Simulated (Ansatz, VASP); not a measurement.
## Al2O3 in VASP and in Ansatz

INCAR

```
SYSTEM = Al2O3
ALGO     = Normal         ! electronic algorithm
EDIFF    = 1E-7           ! SCF threshold, eV
ENCUT    = 520            ! plane-wave cutoff, eV
GGA      = PE             ! functional
ISIF     = 2              ! what is computed and relaxed
ISMEAR   = -1             ! smearing method
LASPH    = .TRUE.         ! aspherical terms in the spheres
LCHARG   = .FALSE.        ! write CHGCAR
LREAL    = .FALSE.        ! projectors in reciprocal space
LWAVE    = .FALSE.        ! write WAVECAR
NBANDS   = 20             ! bands
NELM     = 80             ! most SCF steps
PREC     = Accurate       ! precision mode
SIGMA    = 0.05           ! smearing width, eV
```

KPOINTS

```
k-points
0
G
  11 11 3
  0 0 0
```

File POSCAR:

```
Al2O3
1.0
    2.9408947013      0.0000000000      0.0000000000
   -1.4704473507      2.5468895212      0.0000000000
    0.0000000000      0.0000000000      9.5198745672
Al O
2 3
Direct
    0.0000000000      0.0000000000      0.8500076700
    0.0000000000      0.0000000000      0.1499923300
    0.3333333333      0.6666666667      0.7776830800
    0.6666666667      0.3333333333      0.0000000000
    0.3333333333      0.6666666667      0.2223169200
```

The input input.yaml:

```yaml
crystal:
  lattice:
    - [2.9408947013, 0.0, 0.0]
    - [-1.4704473507, 2.5468895212, 0.0]
    - [0.0, 0.0, 9.5198745672]
  atoms:
    - { symbol: Al, position: [0.0, 0.0, 0.85000767] }
    - { symbol: Al, position: [0.0, 0.0, 0.14999233] }
    - { symbol: O, position: [0.3333333333, 0.6666666667, 0.77768308] }
    - { symbol: O, position: [0.6666666667, 0.3333333333, 0.0] }
    - { symbol: O, position: [0.3333333333, 0.6666666667, 0.22231692] }
hamiltonian:
  xc: pbe
  pseudopotentials: { kind: paw }
kpoints:
  mp_grid: { grid: [11, 11, 3] }
scf:
  occupations: { method: fermi_dirac, width: 0.05 }
output:
  forces: true
  stress: true
  eigenvalues: true
```

Change from the starting cell: volume scaled by 1.06.

Alike in both runs: task single point; functional PBE; k mesh 11 × 11 × 3; occupations fermi-dirac, width 0.05 eV; no spin polarisation.

```csv
,VASP,Ansatz
version,VASP 6.6.1,Ansatz 0.2.0
potentials or method,"VASP PAW PBE potentials, release 64 (Al, O)",Ansatz PAW
plane-wave cutoff (eV),520,420
valence electrons in the cell,24,24
```

```tsv
	VASP	Ansatz	Ansatz less VASP
gap on the k mesh at the Fermi level (eV)	4.28	4.30	+0.020
least direct gap on the mesh (eV)	4.48	4.50	+0.018
pressure (GPa)	-7.3	-7.2	+0.03
largest component of the traceless stress (GPa)	2.34	2.51	+0.173
rms of the force components (eV/Å)	0.229	0.216	-0.0133
```

Atom by atom the forces differ by 0.016 eV/Å (rms over components). With one functional, cell and mesh, what is left measures potentials, basis and numerics.

Caveats: an odd mesh through Γ misses points on the zone boundary, where band edges often lie (VASP); odd divisions of the mesh miss points on the zone boundary, where band edges often lie, so the gap on the mesh can be too wide (Ansatz); the pressure holds a Pulay correction of +0.5 GPa for the finite cutoff (Ansatz).
